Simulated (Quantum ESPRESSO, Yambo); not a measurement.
# MoS2 (2H monolayer): G0W0 with Yambo, start to end, part 3 of 3

How does a plane-wave GW calculation on MoS2 (2H monolayer) run from the first input to the gap?

Quantum ESPRESSO 7.5 and Yambo 5.3.0; PBE and many-body steps on it, plane waves. Known limits of the many-body steps: not at the basis limit.

So far. Step 3 (Bands along the symmetry lines): The gap is 1.598 eV, as in the run before at this level. Step 4 (Empty states on the mesh, 6×6×1 mesh, 326 bands): On this mesh the gap is 1.598 eV.

### Step 6. Screening and self-energy, 6×6×1 mesh, 326 bands, screening to 176.9 eV

Now the one-shot GW correction: screening in the RPA, then the self-energy of the levels asked for.

This step: G0W0 on PBE with spin-orbit coupling, plane waves, norm-conserving pseudopotentials.

gw3.in

```
HF_and_locXC
gw0
dyson
ppa
em1d
rim_cut
rim_w
RandQpts= 3000000
RandGvec= 100 RL
CUTGeo= "slab z"
RandGvecW= 9 RL
EXXRLvcs= 72 Ry
VXCRLvcs= 288 Ry
Chimod= "HARTREE"
% BndsRnXp
 1 | 326 |
%
NGsBlkXp= 13 Ry
% LongDrXp
 1 | 1 | 0 |
%
% GbndRnge
 1 | 326 |
%
DysSolver= "n"
ExtendOut
PPAPntXp= 27.21138 eV
% QPkrange
 7 | 7 | 23 | 30 |
 1 | 1 | 23 | 30 |
%
```

On the command line:

```sh
OMP_NUM_THREADS=1 mpirun -n 4 yambo -F gw3.in -J gw3 -C gw3 > gw3.log
```

The log of the run:

```text
 Yambo, version 5.3.0

 [02] CORE Variables Setup
 =========================

  [... cell, symmetries and grids as in the set-up ...]

  [02.05] Energies & Occupations
  ==============================

  [X] === General ===
  [X] Electronic Temperature                        :  0.000000  0.000000 [eV K]
  [X] Bosonic    Temperature                        :  0.000000  0.000000 [eV K]
  [X] Finite Temperature mode                       : no
  [X] El. density                                   :  0.18495E+24 [cm-3]
  [X] Fermi Level                                   :  0.324284 [eV]

  [X] === Gaps and Widths ===
  [X] Conduction Band Min                           :  1.597794 [eV]
  [X] Valence Band Max                              :  0.000000 [eV]
  [X] Filled Bands                                  :  26
  [X] Empty Bands                                   :    27   326
  [X] Direct Gap                                    :  1.597794 [eV]
  [X] Direct Gap localized at k                     :   7
  [X] Indirect Gap                                  :  1.597794 [eV]
  [X] Indirect Gap between kpts                     :   7   7
  [X] Last valence band width                       :  1.013851 [eV]
  [X] 1st conduction band width                     :  1.055884 [eV]

 [03] Transferred momenta grid and indexing
 ==========================================

 IBZ Q-points                                      :   7
 BZ  Q-points                                      :   36

 K/Q-points units:
 rlu = crystal or reduced units; cc = cartesian coordinates; iku = interal k-units

 Q [1]          [rlu]:  0.000000  0.000000  0.000000
 Q [2]          [rlu]:  0.72454E-18  0.16667       0.0000
 Q [3]          [rlu]:  0.14491E-17  0.33333       0.0000
 Q [4]          [rlu]: -0.21736E-17 -0.50000       0.0000
 Q [5]          [rlu]:  0.166667  0.166667  0.000000
 Q [6]          [rlu]:  0.166667  0.333333  0.000000
 Q [7]          [rlu]:  0.333333  0.333333  0.000000

 [04] Coloumb potential Random Integration (RIM)
 ===============================================

 Performing RIM of v_slab

  [04.01] RIM initialization
  ==========================

  * Diagonal components only detected *

  8 x (sBL volume)        :  0.058105 [a.u.]
  sBZ random points       :  3000000
  Points outside the sBZ  :  24000829
  RL volume               :  0.261470 [a.u.]
  Integrated volume       :  0.261461 [a.u.]

  [04.02] RIM integrals
  =====================

  Gamma point sphere radius             :  0.047170 [a.u.]
  Points outside the sphere             :  2398884
  [Int_sBZ(q=0) 1/q^2]*(Vol_sBZ)^(-1/3) =:  7.613553
                                 should be <:  7.795600

  Summary of Coulomb integrals for non-metallic bands |Q|[au] RIM/Bare

  Q [1] 0.100000E-4 0.976648 * Q [2] 0.200893 1.066528
  Q [5] 0.347956 1.040626 * Q [3] 0.401785 1.032674
  Q [6] 0.531512 1.019833 * Q [4] 0.602678 1.015592
  Q [7] 0.695913 1.011635
  Non-periodic chartesian directions : none
  Optical renormalization            :  30.23562 [au]
  Polarizability dimension           : length

 [05] Coloumb potential CutOffslab
 =================================

 Cut directionsZ
 Slab Cutoff:Z
 Symmetry test passed : yes

 [06] Dipoles
 ============

  [06.01] Setup: observables and procedures
  =========================================

  [WARNING] [x,Vnl] slows the Dipoles computation. To neglect it rename the ns.kb_pp file

 [07] Dynamic Dielectric Matrix (PPA)
 ====================================

 [WR./gw3//ndb.pp]---------------------------------------------------------------
  Brillouin Zone Q/K grids (IBZ/BZ)                :    7   36    7   36
  RL vectors                                       :  12105 [WF]
  Coulomb cutoff potential                         : slab z
  Electronic Temperature                           :  0.000000 [K]
  Bosonic    Temperature                           :  0.000000 [K]
  PPA    diel. fun.  energies                      : Perdew, Burke & Ernzerhof(X)+Perdew, Burke & Ernzerhof(C)
  wavefunctions                                    : Perdew, Burke & Ernzerhof(X)+Perdew, Burke & Ernzerhof(C)
  Global Gauge                                     : length
  X matrix size                                    :   767
  X band range                                     :     1   326
  X e/h energy range                               : -1.000000 -1.000000 [eV]
  X Time ordering                                  : R
  X Hxc Kernel                                     : HARTREE
  X Drude frequency                                :  0.000000  0.000000
  X poles                                          :  100.0000 [o/o]
  RL vectors in the sum                            :  12105
  [r,Vnl] included                                 : yes
  Field direction                                  :  0.707107E-5  0.707107E-5   0.00000
  BZ energy Double Grid                            : no
  BZ energy DbGd points                            : 0
  BZ Q point size factor                           : -1.000000
  X Optical Averaged directions                    : none

 [08] Local Exchange-Correlation + Non-Local Fock
 ================================================

 [VXC] Plane waves :   78259
 [EXS] Plane waves :   9759

 QP @ state[ 1 ] K range:  1  1
 QP @ state[ 1 ] b range:  23  30
 QP @ state[ 2 ] K range:   7   7
 QP @ state[ 2 ] b range:  23  30

 [xc] Functional : Perdew, Burke & Ernzerhof(X)+Perdew, Burke & Ernzerhof(C)
 [xc] LIBXC used to calculate xc functional
  PP Number of Atomic Species                      :  2
  NLCC RL compoments                               :   78259
  PP Number of Atomic Species                      :  2
  NLCC RL compoments                               :   78259

 [xc] E_xc :  -12.42011 [Ha]
      E_xc :  -24.84023 [Ry]

  Local XC kind (lXC) : Perdew, Burke & Ernzerhof(X)+Perdew, Burke & Ernzerhof(C)
  Non-Local XC kind (nlXC) : Hartree-Fock

  Corrections @ K [1] :  [eV]
 <23|nlXC|23> = -17.77183  0.76534E-17 <23|lXC|23> = -16.05268 -0.11709E-16
 <24|nlXC|24> = -17.77183  0.72307E-17 <24|lXC|24> = -16.05268  0.11063E-17
 <25|nlXC|25> = -16.32411  0.68686E-17 <25|lXC|25> = -15.33910  0.000000
 <26|nlXC|26> = -16.32411  0.10552E-16 <26|lXC|26> = -15.33910  0.94408E-16
 <27|nlXC|27> = -11.20521 -0.20634E-17 <27|lXC|27> = -15.62992  0.11663E-16
 <28|nlXC|28> = -11.20521  0.21965E-18 <28|lXC|28> = -15.62992 -0.31854E-16
 <29|nlXC|29> = -11.12454 -0.17981E-17 <29|lXC|29> = -15.59643  0.20790E-16
 <30|nlXC|30> = -11.12454  0.13434E-17 <30|lXC|30> = -15.59643 -0.78366E-18

  Corrections @ K [7] :  [eV]
 <23|nlXC|23> = -17.64761 -0.30249E-18 <23|lXC|23> = -14.51045  0.000000
 <24|nlXC|24> = -17.60049 -0.14777E-17 <24|lXC|24> = -14.47444  0.000000
 <25|nlXC|25> = -17.00611 -0.64514E-17 <25|lXC|25> = -16.42927  0.59005E-16
 <26|nlXC|26> = -16.69673 -0.27609E-17 <26|lXC|26> = -16.28231 -0.14161E-15
 <27|nlXC|27> = -13.48609 -0.31320E-18 <27|lXC|27> = -17.57602  0.18882E-15
 <28|nlXC|28> = -13.40768  0.32070E-17 <28|lXC|28> = -17.56678 -0.94408E-16
 <29|nlXC|29> = -10.38391 -0.35897E-17 <29|lXC|29> = -15.33433  0.23602E-16
 <30|nlXC|30> = -10.42129  0.21860E-17 <30|lXC|30> = -15.38261 -0.94408E-16

  [08.01] Hartree-Fock occupations report
  =======================================

  [Hartree-Fock] === General ===
  [Hartree-Fock] Electronic Temperature             :  0.000000  0.000000 [eV K]
  [Hartree-Fock] Bosonic    Temperature             :  0.000000  0.000000 [eV K]
  [Hartree-Fock] Finite Temperature mode            : no
  [Hartree-Fock] El. density                        :  0.18495E+24 [cm-3]
  [Hartree-Fock] Fermi Level                        :  0.324284 [eV]

  [Hartree-Fock] === Gaps and Widths ===
  [Hartree-Fock] Conduction Band Min                :  1.840347 [eV]
  [Hartree-Fock] Valence Band Max                   : -0.340983 [eV]
  [Hartree-Fock] Filled Bands                       :  26
  [Hartree-Fock] Empty Bands                        :    27   326
  [Hartree-Fock] Direct Gap                         :  2.575004 [eV]
  [Hartree-Fock] Direct Gap localized at k          :  2
  [Hartree-Fock] Indirect Gap                       :  2.181330 [eV]
  [Hartree-Fock] Indirect Gap between kpts          :   2   5
  [Hartree-Fock] Last valence band width            :  0.696482 [eV]
  [Hartree-Fock] 1st conduction band width          :  5.238037 [eV]

 [09] Dyson equation: Newton solver
 ==================================

  [09.01] RIM-W interpolation
  ===========================

  [WARNING] RIM-W works only for 2D semiconductors with slab cutoff
  Found compatible q grid: 2D
  q_min[ 1 ]:  0.16667      0.75423E-11   0.0000     [rlu]
   0.166667  0.083333  0.000000 [iku]
  q_min[ 2 ]:  0.72454E-18  0.16667       0.0000     [rlu]
   0.18126E-10  0.16667       0.0000     [iku]
  G-vectors :   9
  G-vectors loaded:   65
  Number of interpolated frequencies:  2

  Evaluating coefficients q = 0
  Evaluating coefficients q = 0

  [09.02] RIM-W integrals
  =======================

  8 x (sBL volume)        :  0.058105 [a.u.]
  sBZ random points       :  3000000
  Points outside the sBZ  :  24000829
  RL volume               :  0.261470 [a.u.]
  Integrated volume       :  0.261461 [a.u.]

  [09.03] RIM integrals
  =====================

  Comparison between head Wc = W - v averages: < Wc > [au] RIM-W/RIM

   < -Wc [Q = 1] > 0.420907E-1 0.604628E-4 * < -Wc [Q = 2] > 0.005295 0.005080
   < -Wc [Q = 3] > 0.915183E-3 0.896690E-3 * < -Wc [Q = 4] > 0.308826E-3 0.305512E-3
   < -Wc [Q = 5] > 0.001335 0.001301 * < -Wc [Q = 6] > 0.436292E-3 0.431218E-3
   < -Wc [Q = 7] > 0.208498E-3 0.207041E-3

  Comparison between head Wc = W - v averages: < Wc > [au] RIM-W/RIM

   < -Wc [G = 1,G`=0] > 0.420907E-1 0.604628E-4 * < -Wc [G = 2,G`=0] >-0.002932 0.000000
   < -Wc [G = 3,G`=0] >-0.002932 0.000000 * < -Wc [G = 4,G`=0] > 0.516634E-4  0.00000
   < -Wc [G = 5,G`=0] > 0.516634E-4  0.00000 * < -Wc [G = 6,G`=0] > 0.166911E-3  0.00000
   < -Wc [G = 7,G`=0] > 0.166911E-3  0.00000 * < -Wc [G = 8,G`=0] >-0.394191E-4  0.00000
   < -Wc [G = 9,G`=0] >-0.394191E-4  0.00000

 [10] G0W0 (W PPA)
 =================

 [  GW  ] Bands range     :     1   326
 [GW/PPA] G damping       :  0.100000 [eV]

 QP @ state[ 1 ] K range:  1  1
 QP @ state[ 1 ] b range:  23  30
 QP @ state[ 2 ] K range:   7   7
 QP @ state[ 2 ] b range:  23  30

  Sc/G bands                                       :     1   326
  Sc/G damping                                     :  0.100000 ev
  Sc bands terminator                              : no
  Sx RL components                                 :   9759

  QP @ state[ 1 ] K range                          :  1  1
  QP @ state[ 1 ] b range                          :  23  30
  QP @ state[ 2 ] K range                          :   7   7
  QP @ state[ 2 ] b range                          :  23  30
  GF energies kind                                 : Perdew, Burke & Ernzerhof(X)+Perdew, Burke & Ernzerhof(C)
  GF WF`s kind                                     : Perdew, Burke & Ernzerhof(X)+Perdew, Burke & Ernzerhof(C)
  Xs energies kind                                 : Perdew, Burke & Ernzerhof(X)+Perdew, Burke & Ernzerhof(C)
  Xs WF`s kind                                     : Perdew, Burke & Ernzerhof(X)+Perdew, Burke & Ernzerhof(C)

 [14] Game Over & Game summary
```

Run time: 38 min. Hardware: 4 MPI ranks of Arm Neoverse V1, shared host; peak memory 5.1 GiB.

This step gave:

```
G0W0 gap on the points computed              : 2.500 eV
starting gap on the mesh                     : 1.598 eV
k of the valence top                         : 0.3333, 0.3333, 0
k of the conduction bottom                   : 0.3333, 0.3333, 0
least direct G0W0 gap on the computed points : 2.500 eV
Z at the valence top                         : 0.7360
Z at the conduction bottom                   : 0.7307
```

The gap on the mesh goes from 1.60 eV to 2.50 eV, a correction of +0.90 eV.

Limits: finite bands, cutoff and mesh. v1 is the top filled band, c1 the lowest empty one. The levels before and after the correction (eV, zero at the valence-band top of each column):

```tsv
	conduction bottom	valence top
Kohn-Sham	1.60	0.00
G0W0	2.50	0.00
```

```tsv
	level	energy (eV)
Kohn-Sham	(0.333 0.333 0) v4	-2.215
Kohn-Sham	(0.333 0.333 0) v3	-2.191
Kohn-Sham	(0.333 0.333 0) v2	-0.148
Kohn-Sham	(0.333 0.333 0) v1	0.000
Kohn-Sham	(0.333 0.333 0) c1	1.598
Kohn-Sham	(0.333 0.333 0) c2	1.601
Kohn-Sham	(0.333 0.333 0) c3	2.986
Kohn-Sham	(0.333 0.333 0) c4	3.017
G0W0	(0.333 0.333 0) v4	-2.712
G0W0	(0.333 0.333 0) v3	-2.693
G0W0	(0.333 0.333 0) v2	-0.144
G0W0	(0.333 0.333 0) v1	0.000
G0W0	(0.333 0.333 0) c1	2.500
G0W0	(0.333 0.333 0) c2	2.506
G0W0	(0.333 0.333 0) c3	3.831
G0W0	(0.333 0.333 0) c4	3.865
```

### Step 7. Where the time went

Times are wall times on the hardware named with each run, good to a factor of about two.

```tsv
step	time	share	memory (GiB)
ground state	92 s	3 %	1.1
bands along the symmetry lines	43 s	2 %	0.65
empty states on the mesh	4 min	9 %	2.4
conversion and set-up	3.8 s	0 %	0.25
screening and self-energy	38 min	86 %	5.1
```

### Step 8. Outcome

```yaml
pbe_gap: 1.60 eV, direct
g0w0_gap_on_the_mesh: 2.50 eV
gw_settings: 6×6×1 mesh, 326 bands, screening to 176.9 eV, Godby-Needs plasmon pole
known_limits: not at the basis limit
```

**Reading.** G0W0 moves the gap on the mesh from 1.60 eV to 2.50 eV (+0.90 eV), with Z of 0.74 and 0.73 at the edges. Only 2 of the mesh's irreducible points were corrected, so a valley elsewhere could overtake. The dearest step here is «screening and self-energy». Against experiment, by G0W0@PBE: the gap of 2.50 eV lies −0.25 eV from the measured 2.75 eV (electronic, 77 K, 2017); the direct gap of 2.50 eV lies −0.0001 eV from the measured 2.5 eV (electronic, 77 K, lower bound, suspended, 2014); the gap of 2.50 eV lies +0.50 eV from the measured 2 eV (electronic, 300 K, on HOPG, 2018); the direct gap of 2.50 eV lies +0.55 eV from the measured 1.9466 ± 0.0006 eV (exciton, encapsulated, 2024); the direct gap of 2.50 eV lies +0.66 eV from the measured 1.84 eV (exciton, 300 K, 2017). An exciton line or allowed optical edge lies below the quasiparticle gap by the binding energy; a forbidden edge can push the onset above it. The computed sheet is free-standing; a substrate or cover screens it further and lowers both gap and binding, while the exciton line moves little. The calculation has static nuclei and no excitons; a measured gap holds zero-point and thermal motion, which mostly lowers it. Bands and cutoff are finite, so the gap is not at the basis limit. The miss can reach some tenths of an eV and take either sign; the mesh is an error of its own. In the G0W0 run levels were corrected at 2 k points alone, so a gap called «on the mesh» is the least over those, and an edge elsewhere would be missed.

[Paths, hosts, dates, memory and timing lines, banners, echoed tables and standing remarks are left out of the program output.]

[Logs are printed without paths, hosts, clocks, repeated set-up lines and the standing remarks that a program may print on its own settings, such as how far it seeks lower states.]

[Runs of the session that timed out or met a known fault of the program may be left out.]

[Hosts, paths, dates, database ids (printed as entryN), source tags and the programs' standing remarks are cut or masked in the printed files.]
